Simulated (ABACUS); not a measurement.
# HgTe (Coloradoite) (F-43m) in ABACUS: a series of runs

The runs below take HgTe (Coloradoite) through band structure, equation of state, with r2SCAN.

Everything below comes from runs of ABACUS 3.10.1. Logs are shortened: lines on timing, memory, paths and dates and some standing lists are left out, and cuts for length are marked.

### 1 Starting point

It takes space group F-43m (No. 216, cubic). The conventional cell has a = 6.429 Å, b = 6.429 Å, c = 6.429 Å, α = 90.00°, β = 90.00°, γ = 90.00°. Hg (site symmetry -43m) has 4 Te at 2.78 Å as nearest neighbours. Te (site symmetry -43m) is surrounded by 4 Hg at 2.78 Å.

### 2 Band structure, r2SCAN

INPUT

```
INPUT_PARAMETERS
suffix              HgTe
calculation         nscf
basis_type          pw
pseudo_dir          ./
symmetry            -1
dft_functional      MGGA_X_R2SCAN+MGGA_C_R2SCAN
ecutwfc             96.0
pseudo_rcut         7
nspin               1
nbands              28
ks_solver           dav
smearing_method     fd
smearing_sigma      0.00367493
scf_thr             1e-08
scf_nmax            100
mixing_type         broyden
mixing_beta         0.7
mixing_tau          1
init_chg            file
pw_diag_thr         1e-07
out_band            1
kpar                4
```

STRU

```
ATOMIC_SPECIES
Hg 200.5920 Hg_ONCV_PBE-1.2.upf
Te 127.6000 Te_ONCV_PBE-1.2.upf

LATTICE_CONSTANT
1.8897261246

LATTICE_VECTORS
0.0000000000 3.2145000000 3.2145000000
3.2145000000 0.0000000000 3.2145000000
3.2145000000 3.2145000000 0.0000000000

ATOMIC_POSITIONS
Direct

Hg
0.0
1
0.0000000000 0.0000000000 0.0000000000 1 1 1

Te
0.0
1
0.2500000000 0.2500000000 0.2500000000 1 1 1
```

KPT

```
K_POINTS
12
Line
0.00000000 0.00000000 0.00000000 10 // G
0.50000000 0.00000000 0.50000000 10 // X
0.50000000 0.25000000 0.75000000 10 // W
0.37500000 0.37500000 0.75000000 10 // K
0.00000000 0.00000000 0.00000000 10 // G
0.50000000 0.50000000 0.50000000 10 // L
0.62500000 0.25000000 0.62500000 10 // U
0.50000000 0.25000000 0.75000000 10 // W
0.50000000 0.50000000 0.50000000 10 // L
0.37500000 0.37500000 0.75000000 1 // K
0.62500000 0.25000000 0.62500000 10 // U
0.50000000 0.00000000 0.50000000 1 // X
```

Potentials or basis: SG15 ONCV 1.2 PBE, plane waves.

Launch:

```console
$ OMP_NUM_THREADS=1 mpirun -np 4 abacus > log
```

running log:

```text
ABACUS v3.10.1

               Atomic-orbital Based Ab-initio Computation at UStc

 ------------------------------------------------------------------------------------

 READING GENERAL INFORMATION
                           global_out_dir = OUT.HgTe/
                           global_in_card = INPUT
                               pseudo_dir = ./
                              orbital_dir =
                                    DSIZE = 4
                                    GSIZE = 1

 READING UNITCELL INFORMATION
                                    ntype = 2
                  lattice constant (Bohr) = 1.88973
              lattice constant (Angstrom) = 1

 READING ATOM TYPE 1
                               atom label = Hg
                      L=0, number of zeta = 1
                      L=1, number of zeta = 1
                      L=2, number of zeta = 1
             number of atom for this type = 1

 READING ATOM TYPE 2
                               atom label = Te
                      L=0, number of zeta = 1
                      L=1, number of zeta = 1
                      L=2, number of zeta = 1
             number of atom for this type = 1

                        TOTAL ATOM NUMBER = 2
DIRECT COORDINATES
    atom                   x                   y                   z     mag                  vx                  vy                  vz
taud_Hg1            0.0000000000        0.0000000000        0.0000000000  0.0000        0.0000000000        0.0000000000        0.0000000000
taud_Te1            0.2500000000        0.2500000000        0.2500000000  0.0000        0.0000000000        0.0000000000        0.0000000000

                          Volume (Bohr^3) = 448.298
                             Volume (A^3) = 66.4308

 Lattice vectors: (Cartesian coordinate: in unit of a_0)
                   +0             +3.2145             +3.2145
              +3.2145                  +0             +3.2145
              +3.2145             +3.2145                  +0
 Reciprocal vectors: (Cartesian coordinate: in unit of 2 pi/a_0)
            -0.155545           +0.155545           +0.155545
            +0.155545           -0.155545           +0.155545
            +0.155545           +0.155545           -0.155545
 The esolver type has been set to : ksdft_pw

                PAO radial cut off (Bohr) = 7

 Read in pseudopotential file is Hg_ONCV_PBE-1.2.upf
                     pseudopotential type = NC
          exchange-correlation functional = PBE
                 nonlocal core correction = 0
                        valence electrons = 20
                                     lmax = 3
                           number of zeta = 0
                     number of projectors = 8
                           L of projector = 0
                           L of projector = 0
                           L of projector = 1
                           L of projector = 1
                           L of projector = 2
                           L of projector = 2
                           L of projector = 3
                           L of projector = 3
 XC functional updated to : MGGA_X_R2SCAN+MGGA_C_R2SCAN
          exchange-correlation functional = MGGA_X_R2SCAN+MGGA_C_R2SCAN
                PAO radial cut off (Bohr) = 7

 Read in pseudopotential file is Te_ONCV_PBE-1.2.upf
                     pseudopotential type = NC
          exchange-correlation functional = PBE
                 nonlocal core correction = 0
                        valence electrons = 16
                                     lmax = 2
                           number of zeta = 0
                     number of projectors = 6
                           L of projector = 0
                           L of projector = 0
                           L of projector = 1
                           L of projector = 1
                           L of projector = 2
                           L of projector = 2
 XC functional updated to : MGGA_X_R2SCAN+MGGA_C_R2SCAN
          exchange-correlation functional = MGGA_X_R2SCAN+MGGA_C_R2SCAN
     initial pseudo atomic orbital number = 0

 SETUP THE ELECTRONS NUMBER
            electron number of element Hg = 20
      total electron number of element Hg = 20
            electron number of element Te = 16
      total electron number of element Te = 16
            AUTOSET number of electrons:  = 36
                           occupied bands = 18
                                   NBANDS = 28
                                   NLOCAL = 18

%%%%%%%%%%%%%%%%%%%%%%%%%%%%%%%%%%%%%%%%%%%%%%%%%%%%%%%%%%%%%%%%%%%%%%%%%%%%%%%%%%%%%%%%%%%%%%%%%%%%%%%%%%
 Warning: the number of valence electrons in pseudopotential > 12 for Hg: [Xe] 4f14 5d10 6s2
 Warning: the number of valence electrons in pseudopotential > 6 for Te: [Kr] 4d10 5s2 5p4
 Pseudopotentials with additional electrons can yield (more) accurate outcomes, but may be less efficient.
[... 58 lines left out ...]
                    number of plane waves = 8393
                         number of sticks = 547

 PARALLEL PW FOR WAVE FUNCTIONS
     PROC   COLUMNS(POT)             PW
        1            547           8393
 --------------- sum -------------------
        1            547           8393

 SETUP NONLOCAL PSEUDOPOTENTIALS IN PLANE WAVE BASIS
 Hg non-local projectors:
 projector 1 L=0
 projector 2 L=0
 projector 3 L=1
 projector 4 L=1
 projector 5 L=2
 projector 6 L=2
 projector 7 L=3
 projector 8 L=3
 Te non-local projectors:
 projector 1 L=0
 projector 2 L=0
 projector 3 L=1
 projector 4 L=1
 projector 5 L=2
 projector 6 L=2
      TOTAL NUMBER OF NONLOCAL PROJECTORS = 50

 Init Non-Local PseudoPotential table :
 Init Non-Local-Pseudopotential done.

                                     npwx = 7151

 -------------------------------------------
 NONSELF-CONSISTENT
 -------------------------------------------
                                 init_chg = file
 try to read charge from file
 Read in the charge density: OUT.HgTe//HgTe-CHARGE-DENSITY.restart
 try to read kinetic energy density from file
 Read in the kinetic energy density: OUT.HgTe//HgTe-TAU-DENSITY.restart

 PW ALGORITHM --------------- ION=   1  ELEC=   1--------------------------------

 k(1/102) Iter steps (avg)=14 threshold=1e-07

 k(2/102) Iter steps (avg)=14 threshold=1e-07
 k(3/102) Iter steps (avg)=14 threshold=1e-07
 k(4/102) Iter steps (avg)=14 threshold=1e-07
 k(5/102) Iter steps (avg)=14 threshold=1e-07
 k(6/102) Iter steps (avg)=14 threshold=1e-07
 k(7/102) Iter steps (avg)=15 threshold=1e-07
 k(8/102) Iter steps (avg)=19 threshold=1e-07
 k(9/102) Iter steps (avg)=21 threshold=1e-07
 k(10/102) Iter steps (avg)=22 threshold=1e-07
 k(11/102) Iter steps (avg)=22 threshold=1e-07
[... 5 lines left out ...]
 k(17/102) Iter steps (avg)=20 threshold=1e-07
 k(18/102) Iter steps (avg)=20 threshold=1e-07
 k(19/102) Iter steps (avg)=22 threshold=1e-07
 k(20/102) Iter steps (avg)=20 threshold=1e-07
 k(21/102) Iter steps (avg)=21 threshold=1e-07
 k(22/102) Iter steps (avg)=18 threshold=1e-07
 k(23/102) Iter steps (avg)=19 threshold=1e-07
 k(24/102) Iter steps (avg)=18 threshold=1e-07
 k(25/102) Iter steps (avg)=17 threshold=1e-07
 k(26/102) Iter steps (avg)=18 threshold=1e-07
[... levels at 26 k points of this process ...]

 Density error is 0.00000000000
                          Error Threshold = 1.00000000000e-07
----------------------------------------------------------
     Energy           Rydberg                 eV
----------------------------------------------------------
 E_KohnSham     -484.2742630375      -6588.8893720608
 E_KS(sigma->0) -484.2740625227      -6588.8866439173
 E_Harris       -484.2742630375      -6588.8893720608
 E_band         -56.9253636561       -774.5093064453
 E_one_elec     -303.8490551759      -4134.0784823081
 E_Hartree      154.6671366496       2104.3543517787
 E_xc           -45.2825544900       -616.1007610596
 E_Ewald        -289.8093889916      -3943.0590241848
 E_entropy(-TS) -0.0004010295        -0.0054562869
 E_descf        0.0000000000         0.0000000000
 E_exx          0.0000000000         0.0000000000
 E_Fermi        0.6759131248         9.1962698502
----------------------------------------------------------

 charge density convergence is achieved
 final etot is -6588.8893721 eV
 EFERMI = 9.1962698502 eV

 STATE ENERGY(eV) AND OCCUPATIONS    NSPIN == 1
 1/26 kpoint (Cartesian) = 0.0000 0.0000 0.0000 (7119 pws)
       1       -108.921      0.0196078
       2       -56.1983      0.0196078
       3       -56.1983      0.0196078
       4       -56.1983      0.0196078
       5       -27.1162      0.0196078
       6       -27.1162      0.0196078
[... 20 lines left out ...]
      27        19.7326        0.00000
      28        19.7326        0.00000

 2/26 kpoint (Cartesian) = 0.0000 0.015555 0.0000 (7151 pws)
       1       -108.921      0.0196078
       2       -56.1983      0.0196078
       3       -56.1983      0.0196078
       4       -56.1983      0.0196078
       5       -27.1162      0.0196078
       6       -27.1162      0.0196078
[... 20 lines left out ...]
      27        19.8088        0.00000
      28        20.4150        0.00000

 3/26 kpoint (Cartesian) = 0.0000 0.031109 0.0000 (7131 pws)
       1       -108.921      0.0196078
       2       -56.1983      0.0196078
       3       -56.1983      0.0196078
       4       -56.1983      0.0196078
       5       -27.1163      0.0196078
       6       -27.1161      0.0196078
[... 20 lines left out ...]
      27        20.0359        0.00000
      28        20.7900        0.00000

 4/26 kpoint (Cartesian) = 0.0000 0.046664 0.0000 (7115 pws)
       1       -108.921      0.0196078
       2       -56.1984      0.0196078
       3       -56.1983      0.0196078
       4       -56.1983      0.0196078
       5       -27.1164      0.0196078
       6       -27.1160      0.0196078
[... 20 lines left out ...]
      27        20.4095        0.00000
      28        21.1039        0.00000

 5/26 kpoint (Cartesian) = 0.0000 0.062218 0.0000 (7099 pws)
       1       -108.921      0.0196078
       2       -56.1984      0.0196078
       3       -56.1983      0.0196078
       4       -56.1983      0.0196078
       5       -27.1166      0.0196078
       6       -27.1159      0.0196078
[... 20 lines left out ...]
      27        20.9207        0.00000
      28        21.4870        0.00000

 6/26 kpoint (Cartesian) = 0.0000 0.077773 0.0000 (7131 pws)
       1       -108.921      0.0196078
       2       -56.1984      0.0196078
       3       -56.1984      0.0196078
       4       -56.1984      0.0196078
       5       -27.1168      0.0196078
       6       -27.1158      0.0196078
[... 20 lines left out ...]
      27        21.5544        0.00000
      28        21.9882        0.00000

[... levels at 20 further k points ...]

 --------------------------------------------
 !FINAL_ETOT_IS -6588.889372060799 eV
 --------------------------------------------

 Output bands in file: OUT.HgTe/BANDS_1.dat
```

Wall time 2.9 min (4 MPI ranks of Intel Xeon Platinum 8488C (Sapphire Rapids), shared host); peak memory 0.88 GiB.

Levels at the corners of the path, in eV from the Fermi level:
| point | band 16 | band 17 | band 18 | band 19 | band 20 | band 21 |
| --- | --- | --- | --- | --- | --- | --- |
| Γ | -0.64 | -0.03 | -0.03 | -0.03 | 4.72 | 4.72 |
| X | -5.66 | -2.41 | -2.41 | 2.11 | 2.76 | 8.67 |
| W | -5.78 | -2.81 | -2.68 | 3.35 | 4.93 | 5.79 |
| K | -5.71 | -3.06 | -2.01 | 2.48 | 4.32 | 7.55 |
| Γ | -0.64 | -0.03 | -0.03 | -0.03 | 4.72 | 4.72 |
| L | -5.76 | -1.06 | -1.06 | 0.87 | 5.54 | 5.54 |
| U | -5.71 | -3.06 | -2.01 | 2.48 | 4.32 | 7.55 |
| W | -5.78 | -2.81 | -2.68 | 3.35 | 4.93 | 5.79 |
| L | -5.76 | -1.06 | -1.06 | 0.87 | 5.54 | 5.54 |
| K | -5.71 | -3.06 | -2.01 | 2.48 | 4.32 | 7.55 |
| U | -5.71 | -3.06 | -2.01 | 2.48 | 4.32 | 7.55 |
| X | -5.66 | -2.41 | -2.41 | 2.11 | 2.76 | 8.67 |

Caveat: the density is read from an earlier self-consistent run, whose mesh may be coarse; the potentials were made for another functional, which shifts forces and pressure; spin-orbit coupling is left out, which moves the levels of the heavy elements.

### 3 Equation of state, r2SCAN, 31.22 Å³/atom (volume scaled by 0.94)

run_abacus.py

```python
"""ABACUS run from a structure file: ASE reads it, the script writes STRU, KPT and INPUT."""
import re
import subprocess
from ase.io import read
from ase.units import Bohr

atoms = read("POSCAR")
atoms = atoms[(-atoms.numbers).argsort(kind="stable")]  # ABACUS lists atoms element by element
pseudo = {'Hg': 'Hg_ONCV_PBE-1.2.upf', 'Te': 'Te_ONCV_PBE-1.2.upf'}
orbital = {}
magmoms = None
kmesh = [4, 4, 4]
params = {
    'suffix': 'HgTe',
    'calculation': 'scf',
    'basis_type': 'pw',
    'pseudo_dir': './',
    'symmetry': 1,
    'dft_functional': 'MGGA_X_R2SCAN+MGGA_C_R2SCAN',
    'ecutwfc': 96,
    'pseudo_rcut': 7,
    'nspin': 1,
    'nbands': 22,
    'ks_solver': 'dav',
    'smearing_method': 'fd',
    'smearing_sigma': 0.00367493,
    'scf_thr': 1e-08,
    'scf_nmax': 100,
    'mixing_type': 'broyden',
    'mixing_beta': 0.7,
    'cal_force': 1,
    'cal_stress': 1,
    'mixing_tau': 1,
    'kpar': 4,
}

symbols = atoms.get_chemical_symbols()
elements = list(dict.fromkeys(symbols))
lines = ["ATOMIC_SPECIES"] + [f"{e} {atoms.get_masses()[symbols.index(e)]:.4f} {pseudo[e]}" for e in elements]
if orbital:
    lines += ["", "NUMERICAL_ORBITAL"] + [orbital[e] for e in elements]
lines += ["", "LATTICE_CONSTANT", f"{1 / Bohr:.10f}", "", "LATTICE_VECTORS"]
lines += [" ".join(f"{x:.10f}" for x in v) for v in atoms.cell]
lines += ["", "ATOMIC_POSITIONS", "Direct"]
for e in elements:
    lines += ["", e, "0.0", str(symbols.count(e))]
    for i, p in enumerate(atoms.get_scaled_positions(wrap=False)):
        if symbols[i] == e:
            mag = "" if magmoms is None else " mag " + " ".join(str(x) for x in (magmoms[i] if isinstance(magmoms[i], list) else [magmoms[i]]))
            lines.append(" ".join(f"{x:.10f}" for x in p) + " 1 1 1" + mag)
open("STRU", "w").write("\n".join(lines) + "\n")
open("KPT", "w").write("K_POINTS\n0\nGamma\n%d %d %d 0 0 0\n" % tuple(kmesh))
open("INPUT", "w").write("INPUT_PARAMETERS\n" + "".join(f"{k:<20s}{v}\n" for k, v in params.items()))

done = subprocess.run(['mpirun', '-np', '4', 'abacus'])
if done.returncode:
    raise SystemExit(done.returncode)
log = open("OUT.HgTe/running_scf.log").read()
print("final energy (eV):", re.findall(r"FINAL_ETOT_IS (\S+)", log))
```

POSCAR

```
HgTe
1.0
    0.0000000000      3.1488795465      3.1488795465
    3.1488795465      0.0000000000      3.1488795465
    3.1488795465      3.1488795465      0.0000000000
Hg Te
1 1
Direct
    0.0000000000      0.0000000000      0.0000000000
    0.7500000000      0.7500000000      0.7500000000
```

Potentials or basis: SG15 ONCV 1.2 PBE, plane waves.

Launch:

```console
$ OMP_NUM_THREADS=1 python run_abacus.py > log
```

Run time: 31 s. Hardware: 4 MPI ranks of Intel Xeon Platinum 8488C (Sapphire Rapids), shared host; peak memory 0.6 GiB.

The run converged. Its results:

```yaml
Free_energy: -6588.4333 eV
Pressure: 6.9 GPa
Band_gap_on_the_k_mesh: none (metal or under the smearing width)
```

Caveat: the k mesh is coarse (spacing up to 0.43 Å⁻¹), so the values aren't converged; the potentials were made for another functional, which shifts forces and pressure.

### 4 Equation of state, r2SCAN, 32.55 Å³/atom (volume scaled by 0.98)

run_abacus.py is that of step 3.

POSCAR

```
HgTe
1.0
    0.0000000000      3.1929255244      3.1929255244
    3.1929255244      0.0000000000      3.1929255244
    3.1929255244      3.1929255244      0.0000000000
Hg Te
1 1
Direct
    0.0000000000      0.0000000000      0.0000000000
    0.7500000000      0.7500000000      0.7500000000
```

Launch:

```console
$ OMP_NUM_THREADS=1 python run_abacus.py > log
```

It took 35 s on 4 MPI ranks of Intel Xeon Platinum 8488C (Sapphire Rapids), shared host; peak memory 0.6 GiB.

It converged, with:

```
Free energy            : -6588.5246 eV
Pressure               : 4.1 GPa
Band gap on the k mesh : none (metal or under the smearing width)
```

Caveat: the k mesh is coarse (spacing up to 0.43 Å⁻¹), so the values aren't converged; the potentials were made for another functional, which shifts forces and pressure.

### 5 Equation of state, r2SCAN, 33.88 Å³/atom (volume scaled by 1.02)

run_abacus.py is that of step 4.

POSCAR

```
HgTe
1.0
    0.0000000000      3.2357886999      3.2357886999
    3.2357886999      0.0000000000      3.2357886999
    3.2357886999      3.2357886999      0.0000000000
Hg Te
1 1
Direct
    0.0000000000      0.0000000000      0.0000000000
    0.7500000000      0.7500000000      0.7500000000
```

Launch:

```console
$ OMP_NUM_THREADS=1 python run_abacus.py > log
```

Run time: 44 s. Hardware: 4 MPI ranks of Intel Xeon Platinum 8488C (Sapphire Rapids), shared host; peak memory 0.64 GiB.

The run converged. Its results:

| Property | Result |
| --- | --- |
| Free energy | -6588.5752 eV |
| Pressure | 2.0 GPa |
| Band gap on the k mesh | none (metal or under the smearing width) |

Caveat: the k mesh is coarse (spacing up to 0.42 Å⁻¹), so the values aren't converged; the potentials were made for another functional, which shifts forces and pressure.

### 6 Equation of state, r2SCAN, 35.21 Å³/atom (volume scaled by 1.06)

run_abacus.py is that of step 5.

POSCAR

```
HgTe
1.0
    0.0000000000      3.2775454177      3.2775454177
    3.2775454177      0.0000000000      3.2775454177
    3.2775454177      3.2775454177      0.0000000000
Hg Te
1 1
Direct
    0.0000000000      0.0000000000      0.0000000000
    0.7500000000      0.7500000000      0.7500000000
```

Potentials or basis: SG15 ONCV 1.2 PBE, plane waves.

Launch:

```console
$ OMP_NUM_THREADS=1 python run_abacus.py > log
```

Wall time 46 s (4 MPI ranks of Intel Xeon Platinum 8488C (Sapphire Rapids), shared host); peak memory 0.72 GiB.

It converged, with:

```yaml
Free_energy: -6588.6111 eV
Pressure: 0.3 GPa
Band_gap_on_the_k_mesh: none (metal or under the smearing width)
```

Caveat: the k mesh is coarse (spacing up to 0.42 Å⁻¹), so the values aren't converged; the potentials were made for another functional, which shifts forces and pressure.

### 7 Equation of state, r2SCAN

This step only gathers the single runs of the series.

What came out:

| Property | Result |
| --- | --- |
| Equilibrium volume | outside the volumes run |

Energy against volume, from the lowest point:
```
volume (Å³/atom)  energy (meV/atom)
          31.223              88.88
          32.551              43.24
          33.880              17.94
          35.208               0.00
```

Caveat: the k mesh is coarse (spacing up to 0.42 Å⁻¹), so the values aren't converged; the potentials were made for another functional, which shifts forces and pressure.
